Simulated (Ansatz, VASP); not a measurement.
## Cu: VASP beside Ansatz

File INCAR:

```
ALGO     = Fast           # electronic algorithm
EDIFF    = 1E-7           # SCF threshold, eV
ENCUT    = 520            # plane-wave cutoff, eV
GGA      = CA             # functional
ISIF     = 2              # what is computed and relaxed
ISMEAR   = 0              # smearing method
LASPH    = T              # aspherical terms in the spheres
LCHARG   = T              # write CHGCAR
LELF     = T              # ELF
LREAL    = F              # projectors in reciprocal space
LVHAR    = T            
LWAVE    = F              # write WAVECAR
NBANDS   = 30             # bands
NELM     = 100            # most SCF steps
PREC     = Accurate       # precision mode
SIGMA    = 0.1            # smearing width, eV
```

KPOINTS

```
k-points
0
Gamma
  18 18 6
```

The input POSCAR:

```
Cu
1.0
    2.4692664609      0.0000000000      0.0000000000
   -1.2346332305      2.1384474838      0.0000000000
    0.0000000000      0.0000000000      8.3089074260
Cu
4
Direct
    0.0000000000      0.0000000000      0.0000000000
    0.3333333300      0.6666666700      0.2500000000
    0.0000000000      0.0000000000      0.5000000000
    0.6666666700      0.3333333300      0.7500000000
```

Input for Ansatz:

```yaml
crystal:
  lattice:
    - [2.4692664609, 0.0, 0.0]
    - [-1.2346332305, 2.1384474838, 0.0]
    - [0.0, 0.0, 8.308907426]
  atoms:
    - { symbol: Cu, position: [0.0, 0.0, 0.0] }
    - { symbol: Cu, position: [0.33333333, 0.66666667, 0.25] }
    - { symbol: Cu, position: [0.0, 0.0, 0.5] }
    - { symbol: Cu, position: [0.66666667, 0.33333333, 0.75] }
basis:
  ecutwfc: 420
kpoints:
  mp_grid: { grid: [18, 18, 6] }
hamiltonian:
  xc: lda
scf:
  occupations: { method: gaussian, width: 0.1 }
output:
  forces: true
  stress: true
  eigenvalues: true
  write_density: true
  write_potential: true
  elf: true
  volumetric_format: npy
```

Alike in both runs: task single point; functional LDA; k mesh 18 × 18 × 6; occupations gaussian, width 0.1 eV; no spin polarisation.

|  | VASP | Ansatz |
| --- | --- | --- |
| version | VASP 6.6.1 | Ansatz 0.2.0 |
| potentials or method | VASP PAW LDA potentials, release 64 (Cu) | scalar-relativistic, plane waves, PAW |
| plane-wave cutoff (eV) | 520 | 420 |
| valence electrons in the cell | 44 | 76 |

|  | VASP | Ansatz | Ansatz less VASP |
| --- | --- | --- | --- |
| gap on the k mesh at the Fermi level (eV) | none | none | - |
| pressure (GPa) | -0.1 | -1.1 | -0.99 |
| largest component of the traceless stress (GPa) | 3.93 | 3.89 | -0.045 |

A gap of «none» marks a metal or a gap that the smearing closes. The two sets of potentials don't hold the same shells in valence.
